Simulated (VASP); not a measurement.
# WC (Qusongite) (P-6m2) in VASP: a series of runs

The runs below take WC (Qusongite) through relaxation of cell and atoms, single point, with PBE.

Everything below comes from runs of VASP 6.6.1. Logs are shortened: lines on timing, memory, paths and dates and some standing lists are left out, and cuts for length are marked.

## 1. Starting point

Symmetry: P-6m2, No. 187, hexagonal system. Conventional cell: a = 2.907 Å, b = 2.907 Å, c = 2.837 Å, α = 90.00°, β = 90.00°, γ = 120.00°. W (site symmetry -6m2) has 6 C at 2.20 Å as nearest neighbours. C (site symmetry -6m2) is surrounded by 6 W at 2.20 Å.

## 2. Relaxation of cell and atoms, PBE

Contents of INCAR:

```
PREC = Accurate
ENCUT = 580
EDIFF = 1E-6
ISMEAR = -1
SIGMA = 0.05
LREAL = F
LASPH = T
NELM = 80
ALGO = Fast
ISIF = 3
LWAVE = F
LCHARG = F
GGA = PE
IBRION = 2
NSW = 40
EDIFFG = -0.01
```

Contents of KPOINTS:

```
regular mesh
0
Gamma
  10 10 9
```

Contents of POSCAR:

```
WC
1.0
    2.9065000000      0.0000000000      0.0000000000
   -1.4532500000      2.5171028361      0.0000000000
    0.0000000000      0.0000000000      2.8366000000
W C
1 1
Direct
    0.0000000000      0.0000000000      0.0000000000
    0.6666666667      0.3333333333      0.5000000000
```

Potentials or basis: VASP PAW PBE potentials, release 64 (W, C).

Run with:

```console
$ cat potpaw_PBE.64/W/POTCAR potpaw_PBE.64/C/POTCAR > POTCAR
$ mpirun -np 1 vasp_std > vasp.out
```

OUTCAR:

```text
PREC = Accurate
   ENCUT = 580
   EDIFF = 1E-6
   ISMEAR = -1
   LREAL = F
   LASPH = T
   NELM = 80
   ISIF = 3
   GGA = PE
   IBRION = 2
   NSW = 40
   EDIFFG = -0.01

 ion  position               nearest neighbor table
   1  0.000  0.000  0.000-   2 2.20   2 2.20   2 2.20   2 2.20   2 2.20   2 2.20
   2  0.667  0.333  0.500-   1 2.20   1 2.20   1 2.20   1 2.20   1 2.20   1 2.20

  LATTYP: Found a hexagonal cell.
 ALAT       =     2.9065000000
 C/A-ratio  =     0.9759504559

  Lattice vectors:

 A1 = (   2.9065000000,   0.0000000000,   0.0000000000)
 A2 = (  -1.4532500000,   2.5171028361,   0.0000000000)
 A3 = (   0.0000000000,   0.0000000000,   2.8366000000)

Analysis of symmetry for initial positions (statically):
=====================================================================
 Subroutine PRICEL returns:
 Original cell was already a primitive cell.

 Routine SETGRP: Setting up the symmetry group for a
 hexagonal supercell.

 Subroutine GETGRP returns: Found 12 space group operations
 (whereof 12 operations were pure point group operations)
 out of a pool of 24 trial point group operations.

The static configuration has the point symmetry D_3h.

Analysis of symmetry for dynamics (positions and initial velocities):
=====================================================================
 Subroutine PRICEL returns:
 Original cell was already a primitive cell.

 Routine SETGRP: Setting up the symmetry group for a
 hexagonal supercell.

 Subroutine GETGRP returns: Found 12 space group operations
 (whereof 12 operations were pure point group operations)
 out of a pool of 24 trial point group operations.

The dynamic configuration has the point symmetry D_3h.

 Subroutine INISYM returns: Found 12 space group operations
 (whereof 12 operations are pure point group operations),
 and found     1 'primitive' translations

----------------------------------------------------------------------------------------

                                     Primitive cell

  volume of cell :      20.7525

  direct lattice vectors                    reciprocal lattice vectors
     2.906500000  0.000000000  0.000000000     0.344056425  0.198641070  0.000000000
    -1.453250000  2.517102836  0.000000000     0.000000000  0.397282139  0.000000000
     0.000000000  0.000000000  2.836600000     0.000000000  0.000000000  0.352534725

  length of vectors
     2.906500000  2.906500000  2.836600000     0.397282139  0.397282139  0.352534725

  position of ions in fractional coordinates (direct lattice)
     0.000000000  0.000000000  0.000000000
     0.666666667  0.333333333  0.500000000

  ion indices of the primitive-cell ions
   primitive index   ion index
                 1           1
                 2           2

----------------------------------------------------------------------------------------

 KPOINTS: regular mesh

Automatic generation of k-mesh.
 Grid dimensions read from file:
 generate k-points for:   10   10    9

 Generating k-lattice:

  Cartesian coordinates                     Fractional coordinates (reciprocal lattice)
     0.034405643  0.019864107  0.000000000     0.100000000  0.000000000  0.000000000
     0.000000000  0.039728214  0.000000000     0.000000000  0.100000000  0.000000000
     0.000000000  0.000000000  0.039170525     0.000000000  0.000000000  0.111111111

  Length of vectors
     0.039728214  0.039728214  0.039170525

  Shift w.r.t. Gamma in fractional coordinates (k-lattice)
     0.000000000  0.000000000  0.000000000

 Subroutine IBZKPT returns following result:
 ===========================================

 Found     70 irreducible k-points:

 Following reciprocal coordinates:
            Coordinates               Weight
  0.000000  0.000000  0.000000      1.000000
  0.100000  0.000000  0.000000      6.000000
  0.200000  0.000000  0.000000      6.000000
  0.300000  0.000000  0.000000      6.000000
  0.400000  0.000000  0.000000      6.000000
  0.500000  0.000000  0.000000      3.000000
[... 16 lines left out ...]
  0.300000  0.100000  0.111111     24.000000
  0.400000  0.100000  0.111111     24.000000
 [... further k-points ...]
   k-points           NKPTS =     70   k-points in BZ     NKDIM =     70   number of bands    NBANDS=      9
   number of dos      NEDOS =    301   number of ions     NIONS =      2
   total plane-waves  NPLWV =  13824
   dimension x,y,z NGX =    24 NGY =   24 NGZ =   24
   dimension x,y,z NGXF=    48 NGYF=   48 NGZF=   48
   ions per type =               1   1
   NGX,Y,Z   is equivalent  to a cutoff of  13.73, 13.73, 14.07 a.u.
   NGXF,Y,Z  is equivalent  to a cutoff of  27.46, 27.46, 28.13 a.u.
 SYSTEM =  unknown system
   PREC   = accura    normal or accurate (medium, high low for compatibility)
   ISTART =      0    job   : 0-new  1-cont  2-samecut
   ICHARG =      2    charge: 1-file 2-atom 10-const
   ISPIN  =      1    spin polarized calculation?
   LNONCOLLINEAR =      F non collinear calculations
   LSORBIT =      F    spin-orbit coupling
   LASPH  =      T    aspherical Exc in radial PAW
   ENCUT  =  580.0 eV  42.63 Ry    6.53 a.u.   5.71  5.71  5.57*2*pi/ulx,y,z
   NELM   =     80;   NELMIN=  2; NELMDL= -5     # of ELM steps
   EDIFF  = 0.1E-05   stopping-criterion for ELM
   LREAL  =      F    real-space projection
   EDIFFG = -.1E-01   stopping-criterion for IOM
   NSW    =     40    number of steps for IOM
   IBRION =      2    ionic relax: 0-MD 1-quasi-New 2-CG
   NFREE  =      1    steps in history (QN), initial steepest desc. (CG)
   ISIF   =      3    stress and relaxation
   ISYM   =      2    0-nonsym 1-usesym 2-fastsym
   POTIM  = 0.5000    time-step for ionic-motion
   TEBEG  =    0.0;   TEEND  =   0.0 temperature during run
   PSTRESS=    0.0 pullay stress
   NELECT =      10.0000    total number of electrons
   NUPDOWN=      -1.0000    fix difference up-down
   EMIN   =  10.00;   EMAX   =-10.00  energy-range for DOS
   EFERMI =   0.00;   METHOD = LEGACY
   ISMEAR =    -1;   SIGMA  =   0.05  broadening in eV -4-tet -1-fermi 0-gaus
   EFERMI_NEDOS =   21; number of points for ismear=-14 and -15
   IALGO  =     68    algorithm
   IMIX   =      4    mixing-type and parameters
     AMIX     =   0.40;   BMIX     =  1.00
     AMIX_MAG =   1.60;   BMIX_MAG =  1.00
  volume/ion in A,a.u.               =      10.38        70.02
  Fermi-wavevector in a.u.,A,eV,Ry     =   1.283468  2.425403 22.412742  1.647290
  Thomas-Fermi vector in A             =   2.415719
   LORBIT       =      0    0 simple, 1 ext, 2 COOP (PROOUT), +10 PAW based schemes
   GGA     = PE    functional components
   LHFCALC =     F    Hartree Fock is set to
   AEXX    =    0.0000 exact exchange contribution
   IVDW    =     0    specifies the selected vdW correction
   LEPSILON=     F    determine dielectric tensor
   LRPA    =     F    only Hartree local field effects (RPA)
 conjugate gradient relaxation of ions
 non-spin polarized calculation
 RMM-DIIS sequential band-by-band and
  energy-cutoff  :      580.00
  volume of cell :       20.75
 maximum number of plane-waves:       674
 NGX is ok and might be reduce to    24
   NGX = 11   NGY = 11   NGZ = 11

--------------------------------------- Ionic step        1  -------------------------------------------

 number of electron      10.0000000 magnetization

 Free energy of the ion-electron system (eV)
  ---------------------------------------------------
  ext. energy  EPLUGINS =         0.00000000
  ---------------------------------------------------
  free energy    TOTEN  =       -22.52408814 eV

  energy without entropy =      -22.52238156  energy(sigma->0) =      -22.52323485

------------------------ aborting loop because EDIFF is reached ----------------------------------------

  FORCE on cell =-STRESS in cart. coord.  units (eV):
  Direction    XX          YY          ZZ          XY          YZ          ZX
  --------------------------------------------------------------------------------------
  -------------------------------------------------------------------------------------
  Total        0.6173388      0.6173388      0.5409940     -0.0000000     -0.0000000      0.0000000
  in kB       47.6611799     47.6611799     41.7670373     -0.0000000     -0.0000000      0.0000000
  external PRESSURE =      45.6964657 kB  Pullay stress =       0.0000000 kB
[... 165 lines left out ...]
  energy  without entropy=      -22.5256838092  energy(sigma->0) =      -22.52653884

--------------------------------------- Ionic step        6  -------------------------------------------

 number of electron      10.0000000 magnetization

 Free energy of the ion-electron system (eV)
  ---------------------------------------------------
  ext. energy  EPLUGINS =         0.00000000
  ---------------------------------------------------
  free energy    TOTEN  =       -22.52744321 eV

  energy without entropy =      -22.52573307  energy(sigma->0) =      -22.52658814

 E-fermi :   8.1710     XC(G=0): -13.3615

 val. band max:        8.1707146149   @ k =   0.1000   0.0000   0.3333
 cond. band min:       8.2300788985   @ k =   0.4000   0.2000   0.0000
 fundamental gap:      0.0593642836
 Fermi energy:         8.1710207336

 k-point     1 :       0.0000    0.0000    0.0000
  band No.  band energies     occupation
      1      -6.1742      2.00000
      2       3.9314      2.00000
      3       4.8811      2.00000
      4       4.8811      2.00000
      5       8.3237      0.09017
      6      11.3168      0.00000
      7      11.3168      0.00000
      8      13.7662      0.00000
      9      13.7662      0.00000
[... 265 lines left out ...]
 k-point    24 :       0.4000    0.1000    0.1111
  band No.  band energies     occupation
      1      -2.8476      2.00000
      2       1.3402      2.00000
      3       4.0289      2.00000
      4       5.4894      2.00000
      5       6.9275      2.00000
      6      10.7815      0.00000
      7      12.1469      0.00000
      8      13.0150      0.00000
      9      15.1494      0.00000

 [... further k-points ...]
[... 5 lines left out ...]
  --------------------------------------------------------------------------------------
  -------------------------------------------------------------------------------------
  Total        0.0087075      0.0087075      0.0079443      0.0000000      0.0000000     -0.0000000
  in kB        0.6648002      0.6648002      0.6065254      0.0000000      0.0000000     -0.0000000
  external PRESSURE =       0.6453752 kB  Pullay stress =       0.0000000 kB
[... 17 lines left out ...]
  FREE ENERGIE OF THE ION-ELECTRON SYSTEM (eV)
  ---------------------------------------------------
  free  energy   TOTEN  =       -22.5274432126 eV

  energy  without entropy=      -22.5257330658  energy(sigma->0) =      -22.52658814

 reached required accuracy - stopping structural energy minimisation
```

It took 35 s on 1 thread of AMD EPYC 9R45 (Zen 5), shared host; peak memory 0.13 GiB.

Results:

- Free energy: -22.5274 eV
- Relaxed volume: 10.49 Å³/atom
- Relaxed cell: a = 2.919 Å, b = 2.919 Å, c = 2.844 Å, α = 90.00°, β = 90.00°, γ = 120.00°
- Space group after relaxing (to 0.05 Å): P-6m2 (No. 187)
- Energy gained by relaxing: 1.7 meV/atom
- Ionic steps: 6
- Pressure after relaxing: 0.1 GPa
- Band gap on the k mesh: none (metal or under the smearing width)

The path:
| step | energy change (eV) | largest force (eV/Å) | pressure (GPa) | volume (Å³) |
| --- | --- | --- | --- | --- |
| 1 | 0.0000 | 0.0000 | 4.57 | 20.75 |
| 2 | 0.0217 | 0.0000 | -11.69 | 21.65 |
| 3 | -0.0033 | 0.0000 | -0.06 | 20.99 |
| 4 | -0.0033 | 0.0000 | 0.00 | 20.98 |
| 5 | -0.0033 | 0.0000 | 0.09 | 20.99 |
| 6 | -0.0034 | 0.0000 | 0.06 | 20.99 |

Final structure:
```cif
data_structure
_symmetry_space_group_name_H-M 'P 1'
_symmetry_Int_Tables_number 1
_cell_length_a 2.9191
_cell_length_b 2.9191
_cell_length_c 2.8437
_cell_angle_alpha 90.000
_cell_angle_beta 90.000
_cell_angle_gamma 120.000
_cell_volume 20.99
loop_
_atom_site_label
_atom_site_type_symbol
_atom_site_fract_x
_atom_site_fract_y
_atom_site_fract_z
_atom_site_occupancy
W1 W 0.00000 0.00000 0.00000 1
C1 C 0.66667 0.33333 0.50000 1
```

The run has no spin-orbit coupling, so splittings on W are missing. Zero-point motion and thermal expansion aren't in these numbers.

## 3. Relaxation of cell and atoms, PBE

Contents of INCAR:

```
SYSTEM = WC
ALGO = Fast ; EDIFF = 1E-6
EDIFFG = -0.02 ; ENCUT = 600
GGA = PE ; IBRION = 2
ISIF = 3 ; ISMEAR = -1
LASPH = .True. ; LCHARG = .False.
LREAL = .False. ; LWAVE = .False.
NELM = 100 ; NSW = 60
PREC = Accurate ; SIGMA = 0.05
```

Contents of KPOINTS:

```
k-points
0
Gamma
  10 10 9
  0 0 0
```

POSCAR is that of step 2.

Potentials or basis: VASP PAW PBE potentials, release 64 (W_sv, C).

Run with:

```console
$ cat potpaw_PBE.64/W_sv/POTCAR potpaw_PBE.64/C/POTCAR > POTCAR
$ mpirun -np 1 vasp_std > vasp.out
```

OUTCAR:

```text
SYSTEM = WC
   EDIFF = 1E-6
   EDIFFG = -0.02
   ENCUT = 600
   GGA = PE
   IBRION = 2
   ISIF = 3
   ISMEAR = -1
   LASPH = .True.
   LREAL = .False.
   NELM = 100
   NSW = 60
   PREC = Accurate

 ion  position               nearest neighbor table
   1  0.000  0.000  0.000-   2 2.20   2 2.20   2 2.20   2 2.20   2 2.20   2 2.20
   2  0.667  0.333  0.500-   1 2.20   1 2.20   1 2.20   1 2.20   1 2.20   1 2.20

  LATTYP: Found a hexagonal cell.
 ALAT       =     2.9065000000
 C/A-ratio  =     0.9759504559

  Lattice vectors:

 A1 = (   2.9065000000,   0.0000000000,   0.0000000000)
 A2 = (  -1.4532500000,   2.5171028361,   0.0000000000)
 A3 = (   0.0000000000,   0.0000000000,   2.8366000000)

Analysis of symmetry for initial positions (statically):
=====================================================================
 Subroutine PRICEL returns:
 Original cell was already a primitive cell.

 Routine SETGRP: Setting up the symmetry group for a
 hexagonal supercell.

 Subroutine GETGRP returns: Found 12 space group operations
 (whereof 12 operations were pure point group operations)
 out of a pool of 24 trial point group operations.

The static configuration has the point symmetry D_3h.

Analysis of symmetry for dynamics (positions and initial velocities):
=====================================================================
 Subroutine PRICEL returns:
 Original cell was already a primitive cell.

 Routine SETGRP: Setting up the symmetry group for a
 hexagonal supercell.

 Subroutine GETGRP returns: Found 12 space group operations
 (whereof 12 operations were pure point group operations)
 out of a pool of 24 trial point group operations.

The dynamic configuration has the point symmetry D_3h.

 Subroutine INISYM returns: Found 12 space group operations
 (whereof 12 operations are pure point group operations),
 and found     1 'primitive' translations

[... 139 lines left out ...]
  ---------------------------------------------------
  ext. energy  EPLUGINS =         0.00000000
  ---------------------------------------------------
  free energy    TOTEN  =       -22.44747433 eV

  energy without entropy =      -22.44559465  energy(sigma->0) =      -22.44653449

------------------------ aborting loop because EDIFF is reached ----------------------------------------

  FORCE on cell =-STRESS in cart. coord.  units (eV):
  Direction    XX          YY          ZZ          XY          YZ          ZX
  --------------------------------------------------------------------------------------
  -------------------------------------------------------------------------------------
  Total        0.8929035      0.8929035      0.8190195      0.0000000      0.0000000      0.0000000
  in kB       68.9359456     68.9359456     63.2317872      0.0000000      0.0000000      0.0000000
  external PRESSURE =      67.0345595 kB  Pullay stress =       0.0000000 kB
[... 167 lines left out ...]
--------------------------------------- Ionic step        6  -------------------------------------------

 number of electron      18.0000000 magnetization

 Free energy of the ion-electron system (eV)
  ---------------------------------------------------
  ext. energy  EPLUGINS =         0.00000000
  ---------------------------------------------------
  free energy    TOTEN  =       -22.45469603 eV

  energy without entropy =      -22.45281396  energy(sigma->0) =      -22.45375499

 E-fermi :  10.8400     XC(G=0): -13.7065

 val. band max:       10.7532347298   @ k =   0.0000   0.0000   0.3333
 cond. band min:      10.8559892920   @ k =   0.1000   0.0000   0.3333
 fundamental gap:      0.1027545621
 Fermi energy:        10.8400318695

 k-point     1 :       0.0000    0.0000    0.0000
  band No.  band energies     occupation
      1     -63.1955      2.00000
      2     -27.1744      2.00000
      3     -27.0816      2.00000
      4     -27.0816      2.00000
      5      -3.4848      2.00000
      6       6.6260      2.00000
      7       7.5628      2.00000
      8       7.5628      2.00000
      9      10.9419      0.23063
     10      14.0030      0.00000
     11      14.0030      0.00000
     12      16.3778      0.00000
     13      16.3778      0.00000
[... 354 lines left out ...]
  band No.  band energies     occupation
      1     -63.1378      2.00000
      2     -27.7908      2.00000
      3     -27.2934      2.00000
      4     -27.1505      2.00000
      5      -0.1160      2.00000
      6       4.0356      2.00000
      7       6.7170      2.00000
      8       8.1657      2.00000
      9       9.5835      2.00000
     10      13.4469      0.00000
     11      14.7953      0.00000
     12      15.6704      0.00000
     13      17.7366      0.00000

 [... further k-points ...]

------------------------ aborting loop because EDIFF is reached ----------------------------------------

  FORCE on cell =-STRESS in cart. coord.  units (eV):
  Direction    XX          YY          ZZ          XY          YZ          ZX
  --------------------------------------------------------------------------------------
  -------------------------------------------------------------------------------------
  Total        0.0040127      0.0040127      0.0070838      0.0000000     -0.0000000      0.0000000
  in kB        0.3046595      0.3046595      0.5378327      0.0000000     -0.0000000      0.0000000
  external PRESSURE =       0.3823839 kB  Pullay stress =       0.0000000 kB
[... 17 lines left out ...]
  FREE ENERGIE OF THE ION-ELECTRON SYSTEM (eV)
  ---------------------------------------------------
  free  energy   TOTEN  =       -22.4546960265 eV

  energy  without entropy=      -22.4528139558  energy(sigma->0) =      -22.45375499

 reached required accuracy - stopping structural energy minimisation
```

CONTCAR:

```text
WC
   1.00000000000000
     2.9248719444567532    0.0000000000000000    0.0000000000000000
    -1.4624359722283766    2.5330134067164751    0.0000000000000000
     0.0000000000000000    0.0000000000000000    2.8483122132444483
  W               C
     1     1
Direct
     0.0000000000000000    0.0000000000000000    0.0000000000000000
     0.6666666667000030    0.3333333332999970    0.5000000000000000

  0.00000000E+00  0.00000000E+00  0.00000000E+00
  0.00000000E+00  0.00000000E+00  0.00000000E+00
```

Wall time 44 s (1 thread of AMD EPYC 9R45 (Zen 5), shared host); peak memory 0.13 GiB.

What came out:

- Free energy: -22.4547 eV
- Relaxed volume: 10.55 Å³/atom
- Relaxed cell: a = 2.925 Å, b = 2.925 Å, c = 2.848 Å, α = 90.00°, β = 90.00°, γ = 120.00°
- Space group after relaxing (to 0.05 Å): P-6m2 (No. 187)
- Energy gained by relaxing: 3.6 meV/atom
- Ionic steps: 6
- Pressure after relaxing: 0.0 GPa
- Band gap on the k mesh: none (metal or under the smearing width)

Step by step:
| step | energy change (eV) | largest force (eV/Å) | pressure (GPa) | volume (Å³) |
| --- | --- | --- | --- | --- |
| 1 | 0.0000 | 0.0000 | 6.70 | 20.75 |
| 2 | 0.0437 | 0.0000 | -16.00 | 22.08 |
| 3 | -0.0071 | 0.0000 | -0.18 | 21.11 |
| 4 | -0.0071 | 0.0000 | -0.02 | 21.10 |
| 5 | -0.0071 | 0.0000 | 0.03 | 21.10 |
| 6 | -0.0072 | 0.0000 | 0.04 | 21.10 |

Final structure:
```yaml
crystal:
  lattice:
    - [2.92487, 0.00000, 0.00000]
    - [-1.46244, 2.53301, 0.00000]
    - [0.00000, 0.00000, 2.84831]
  atoms:
    - { symbol: W, position: [0.00000, 0.00000, 0.00000] }
    - { symbol: C, position: [0.66667, 0.33333, 0.50000] }
```

Levels at points of the mesh, in eV from the Fermi level:
| k point | band 6 | band 7 | band 8 | band 9 | band 10 | band 11 | band 12 | band 13 |
| --- | --- | --- | --- | --- | --- | --- | --- | --- |
| (0.00, 0.00, 0.00) | -4.21 | -3.28 | -3.28 | 0.10 | 3.16 | 3.16 | 5.54 | 5.54 |
| (0.50, 0.00, 0.00) | -6.96 | -3.52 | -3.49 | -0.48 | 2.30 | 4.42 | 4.75 | 6.77 |

(Part 1 of 2 ends here.)
